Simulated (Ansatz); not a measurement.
# CaS (rocksalt structure)

Computed with Ansatz (plane waves, PAW, 500 eV cutoff): r²SCAN, scalar-relativistic, no spin polarisation, Γ-centred 8×8×8 mesh, 0.05 eV Gaussian smearing. The datasets are Ansatz's generated set soft_2.

```
Ca S
1.0
     0.00000    2.84787    2.84787
     2.84787    0.00000    2.84787
     2.84787    2.84787    0.00000
Ca S
1 1
Direct
  0.50000 0.50000 0.50000
  0.00000 0.00000 0.00000
```

The start was a prototype's sites filled with these elements; the Crystallography Open Database holds the compound in this structure.

The run above is the reference. The same cell was run again with other input settings; several of them aren't fit for production, so the rows show the settings' effect and aren't properties of the material.

```tsv
keys changed	outcome	ΔE (meV/atom)	P (GPa)	gap on the mesh (eV)	cell moment (μB)	largest force component (eV/Å)	SCF iterations	rough core-seconds	new warnings
none (reference)	converged	0.0	0.0	2.80	–	0.000	–	–	–
accuracy: "low"; scf.occupations.width: 0.05 → 0.15	converged	0.0	0.0	2.80	–	0.000	6	2	–
scf.eigensolver.kind: "davidson"	converged	0.0	0.0	2.80	–	0.000	6	2.9	–
```

These changes also left energy (to 0.1 meV/atom), pressure, gap, moment and forces as in the reference: crystal.symmetry: {"detect": false}; scf.initial_density.chi_scale: 0.3; scf.algorithm: "density_mixing" | scf.initial_density.chi_scale: 0.3 | scf.initial_density.chi_scale: 0.3; scf.algorithm: "direct_min" | scf.convergence.dr2_threshold: 0.0001.

ΔE is the energy with the smearing extrapolated to zero. It is left out where the change alters the Hamiltonian or the spin treatment. The varied runs start from atomic densities (corrected by the program's trained start where that serves), with the default search for lower states unless a row changes it.

(1) What happens with these changes: hamiltonian.xc: "r2scan" → "lda"?

(2) What happens with these changes: kpoints.mp_grid.grid: [8, 8, 8] → [6, 6, 6]?

Answers:

(1) outcome converged, P (GPa) -4.1, gap on the mesh (eV) 2.15, largest force component (eV/Å) 0.000, SCF iterations 6, rough core-seconds 1.

(2) outcome converged, ΔE (meV/atom) 0.2, P (GPa) 0.0, gap on the mesh (eV) 2.80, largest force component (eV/Å) 0.000, SCF iterations 6, rough core-seconds 2.

Changing scf.eigensolver.kind only steers the path to self-consistency, so the energy stays within 0.5 meV/atom.

Changing scf.initial_density.chi_scale only steers the path to self-consistency, so the energy stays within 0.5 meV/atom.

Of the reference: Semilocal functionals underestimate band gaps, commonly by a third or more.
